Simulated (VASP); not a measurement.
# Ni in VASP: the effect of starting spin order

The system is Ni.

```
CELL_PARAMETERS angstrom
0.00000 1.73757 1.73757
1.73757 0.00000 1.73757
3.47515 3.47515 0.00000
ATOMIC_POSITIONS crystal
Ni 0.00000 0.00000 0.00000
Ni 0.00000 0.00000 0.50000
```

Alike in all runs:

| Item | Value |
| --- | --- |
| Program | VASP 6.6.1 |
| Task | single point |
| Functional | LDA |
| Potentials or basis | VASP PAW LDA potentials, release 64 (Ni) |
| Cutoff | 520 eV |
| k mesh | 10 × 10 × 10 |
| Occupations | fermi-dirac, width 0.05 eV |
| Hubbard terms | Ni d U = 4 eV |

Q: One run gave: energy over the lowest run 134.1 meV/atom; pressure -22.4 GPa; final net moment 0.00 μB. Which starting spin order did it use?
A. non-magnetic
B. random non-collinear
C. antiferromagnetic non-collinear

A: A.

```csv
starting spin order,energy over the lowest run (meV/atom),pressure (GPa),final net moment (μB)
non-magnetic,134.1,-22.4,0.00
random non-collinear,0.0,-18.9,1.40
antiferromagnetic non-collinear,76.3,-17.6,0.00
```

Caveats: the U is typed as a test and isn't derived for this compound; the real-space grid breaks the cell's symmetry a little (some runs); U without spin polarisation on a metal has little footing (some runs).
